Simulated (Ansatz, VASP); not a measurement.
**Al2Pt in VASP and in Ansatz**

```
Al Pt
1.0
    -2.08802    2.08746    2.95498
     2.08782   -2.08647    2.95413
     4.26295    4.26342    0.00053
Al Pt
4 2
Direct
  0.99984 0.49997 0.24998
  0.50006 0.00014 0.74993
  0.49984 0.99998 0.25000
  0.00019 0.49988 0.75011
  0.00000 0.99994 0.50001
  0.50007 0.50009 0.99997
```

Change from the starting cell: cell x2, atoms moved at random (sigma 0.05 Å) and cell strained at random (1.5 %), then relaxed without symmetry.

Alike in both runs: functional PBE; k mesh 6 × 6 × 4; occupations gaussian, width 0.2 eV; no spin polarisation.

Ansatz relaxed the structure, and its values are those at the end. VASP's run is a single point on that final structure, the one shown.

|  | VASP | Ansatz |
| --- | --- | --- |
| version | VASP 6.6.1 | Ansatz 0.2.0 |
| potentials or method | VASP PAW PBE potentials, release 64 (Al, Pt) | scalar-relativistic, plane waves, PAW |
| plane-wave cutoff (eV) | 520 | 420 |
| valence electrons in the cell | 32 | 48 |

```tsv
	VASP	Ansatz	Ansatz less VASP
gap on the k mesh at the Fermi level (eV)	none	none	-
pressure (GPa)	-0.2	-0.1	+0.17
```

A gap of «none» marks a metal or a gap that the smearing closes. The two sets of potentials don't hold the same shells in valence.

Spin-orbit coupling is left out, which matters for the levels of Pt.
